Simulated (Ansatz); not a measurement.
The system is C.

```
C
1.0
     0.00000    1.78337    1.78337
     1.78337    0.00000    1.78337
     1.78337    1.78337    0.00000
C
2
Direct
  0.75000 0.75000 0.75000
  0.50000 0.50000 0.50000
```

This isn't the form of C at room conditions, which is graphite.

Base run:

| Item | Value |
| --- | --- |
| Program | Ansatz 0.2.0 |
| Functional | PBE |
| Potentials or basis | Ansatz PAW |
| Cutoff | 600 eV |
| Density cutoff | 2400 eV |
| k mesh | 13 × 13 × 13 |
| Occupations | fermi-dirac, width 0.05 eV |
| Spin | no spin polarisation |

Its results: band gap on the k mesh 4.15 eV, indirect (least direct gap 5.60 eV); pressure 1.8 GPa.

Q: After a change of settings the same cell gave: band gap on the k mesh 4.47 eV, indirect (least direct gap 5.73 eV); pressure 11.0 GPa. Which change was it?
A. potentials or basis from Ansatz PAW to Ansatz PAW earlier set; cutoff from 600 eV to 800 eV; density cutoff from 2400 eV to 3200 eV
B. functional from PBE to BLYP; cutoff from 600 eV to 420 eV (not typed: the program's choice for these potentials)
C. functional from PBE to BPBE; cutoff from 600 eV to 420 eV (not typed: the program's choice for these potentials)
D. potentials or basis from Ansatz PAW to Ansatz NC; cutoff from 600 eV to 1116 eV (not typed: the program's choice for these potentials)

A: B.

BLYP binds less tightly than PBE, so the same cell stands under more pressure.

Caveats: odd divisions of the mesh miss points on the zone boundary, where band edges often lie, so the gap on the mesh can be too wide (some runs); the PAW data sets come from PBE, with cores solved anew for the run's functional, which leaves a small shift of forces and pressure (some runs).
